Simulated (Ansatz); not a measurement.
Input and command of a plane-wave DFT calculation in Ansatz:

```yaml
crystal:
  lattice:
    - [3.532124072, 0.0, 0.0]
    - [0.0, 3.532124072, 0.0]
    - [0.0, 0.0, 3.532124072]
  atoms:
    - { symbol: Fe, position: [0.0, 0.0, 0.0], spin: 3.2 }
    - { symbol: Ni, position: [0.0, 0.5, 0.5], spin: 0.75 }
    - { symbol: Ni, position: [0.5, 0.5, 0.0], spin: 0.75 }
    - { symbol: Ni, position: [0.5, 0.0, 0.5], spin: 0.75 }
basis:
  ecutwfc: 420
kpoints:
  mp_grid: { grid: [12, 12, 12] }
hamiltonian:
  xc: pbe
scf:
  occupations: { method: gaussian, width: 0.1 }
output:
  forces: true
  stress: true
  eigenvalues: true
  populations: true
magnetization:
  spin_polarized: true
relax:
  adjacent_minimum: "off"
  f_tol: 0.008
  max_steps: 50
  cell: { stress_tol: 0.08, p_target: 1.0 }
```

```bash
ansatz run input.yaml --threads 1 --pin off --max-ram 2560MiB --backend cpu --events-out ev --progress --plain --runs-dir out
```

Processor: Intel(R) Xeon(R) Platinum 8375C CPU @ 2.90GHz (Ice Lake), 1 thread, on a host shared with other jobs.

Task: How long does it run, and how much memory does it take?

Result: About 96 s on 1 thread of Intel(R) Xeon(R) Platinum 8375C CPU @ 2.90GHz (Ice Lake), on a shared host, peak memory 0.61 GiB. It solves 46 bands at 84 k points (the mesh reduced by the symmetry that the task leaves, which can be less than the crystal's) with about 847 plane waves (on the last cell), in 38 SCF iterations over 4 ionic steps.
